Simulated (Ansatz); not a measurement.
A plane-wave DFT run in Ansatz 0.2.0 (scalar-relativistic PAW potentials unless the input names others): input and command.

```yaml
crystal:
  lattice:
    - [2.9916, 0.0, 0.0]
    - [0.0, 2.9916, 0.0]
    - [0.0, 0.0, 2.871936]
  atoms:
    - { symbol: Al, position: [0.0, 0.0, 0.0] }
    - { symbol: Ru, position: [0.5, 0.5, 0.5] }
basis:
  ecutwfc: 420
kpoints:
  mp_grid: { grid: [16, 16, 16] }
hamiltonian:
  xc: pbesol
  dispersion: d4
scf:
  occupations: { method: gaussian, width: 0.15 }
output:
  forces: true
  eigenvalues: true
  stress: true
```

```bash
ansatz run input.yaml --threads 1 --pin off --max-ram 2560MiB --backend cpu --events-out ev --progress --plain --runs-dir out
```

Abridged log:
```
Pseudopotentials: kind: paw
Pseudopotential: Al, paw, valence charge 3, recommended cutoff 420 eV (normal)
Pseudopotential: Ru, paw, valence charge 16, recommended cutoff 420 eV (normal)
Functional definition: PBEsol
Crystal: 2 atoms, lattice volume = 25.703 Å³
Basis set: ecut = 420 eV, 477 PW (Γ), exchange–correlation on 40×40×40 points (8 copies of the dense FFT grid, shifted against one another)
Bands: 14, of which v1, the nominal top of the filled ones, is band 10 counted from 1 (9 counted from 0)
Symmetry: 16 space group operations
Space group: P4/mmm (ITA 123), of the structure as read, at distance tolerance 3.0e-5 Å
k-points: 405 of 4096
Initial density: superposition of atomic densities (neutral atoms: chi_scale 0, normalization atom), corrected by the library's trained network
Initial wavefunctions: pseudopotential atomic-orbital guess
Functional: x = pbesol(κ = 0.804, μ = 0.12345679), c = pbesol(β = 0.046)
SCF iter   1: F=—  HF=-6342.860815 eV  |F-HF|=—  |Δ(HF+E_count)|=         —  Δρ=9.05e-3  dr2=2.36e-2  ethr=1.77e-3  ⟨swp⟩=5.0  Hψ=28420  notcnv=0
SCF iter   2: F=—  HF=-6342.857268 eV  |F-HF|=—  |Δ(HF+E_count)|=   3.55e-3  Δρ=5.13e-3  dr2=8.65e-3  ethr=1.24e-4  ⟨swp⟩=1.1  Hψ=8943  notcnv=0
SCF iter   3: F=—  HF=-6342.855337 eV  |F-HF|=—  |Δ(HF+E_count)|=   1.93e-3  Δρ=5.41e-4  dr2=7.14e-5  ethr=4.55e-5  ⟨swp⟩=2.4  Hψ=8251  notcnv=0
SCF iter   4: F=—  HF=-6342.855269 eV  |F-HF|=—  |Δ(HF+E_count)|=   6.77e-5  Δρ=1.25e-4  dr2=2.93e-6  ethr=3.76e-7  ⟨swp⟩=2.0  Hψ=8239  notcnv=0
SCF iter   5: F=—  HF=-6342.855269 eV  |F-HF|=—  |Δ(HF+E_count)|=   3.81e-7  Δρ=2.94e-5  dr2=1.82e-7  ethr=1.54e-8  ⟨swp⟩=2.5  Hψ=9074  notcnv=0
SCF iter   6: F=-6342.855269 eV  HF=-6342.855269 eV  |F-HF|=7.41e-10  |Δ(HF+E_count)|=   5.85e-8  Δρ=2.98e-6  dr2=7.09e-10  ethr=5.26e-10  ⟨swp⟩=4.7  Hψ=20750  notcnv=0
SCF 1 converged in 6 iterations: F = -6342.855269 eV  dr2 = 7.09e-10
SCF converged after 6 iterations
Free energy (F): -6342.855269 eV
Harris-Foulkes:  -6342.855269 eV  (|F-HF|=7.41e-10)
Internal energy: -6342.837548 eV  (E = F + TS)
E sigma→0 (E₀):  -6342.846408 eV
Entropy (-TS):   -0.017721 eV (-8.861 meV/atom)
Fermi energy:    16.830441 eV
  E_disp       = -0.571026  (pairwise vdW)
--- Forces (eV/Å), atoms counted from 1 ---
  atom   1  Al     0.00000000     0.00000000     0.00000000
  atom   2  Ru     0.00000000     0.00000000     0.00000000
--- Stress (GPa, compression-positive) ---
        0.167675       0.000000       0.000000
        0.000000       0.167675       0.000000
        0.000000       0.000000       8.283230
  P = ⅓ Tr σ = 2.8729 GPa (28.729 kbar)
```

Apart from outputs and empty bands, the input differs from a reference run on usual settings in hamiltonian.dispersion: not typed → "d4". The reference, at the same geometry (not necessarily relaxed), gave pressure 6.14 GPa, largest force 0.000 eV/Å, no gap on the mesh. This run converged in 6 SCF iterations (reference: 6) with an energy at zero smearing 286 meV/atom below the reference's (the Hamiltonian itself differs), pressure 2.87 GPa, largest force 0.000 eV/Å, no gap on the mesh.

Time: 9 s on 1 thread of Intel(R) Xeon(R) Processor @ 2.70GHz, on a shared host, peak memory 0.43 GiB.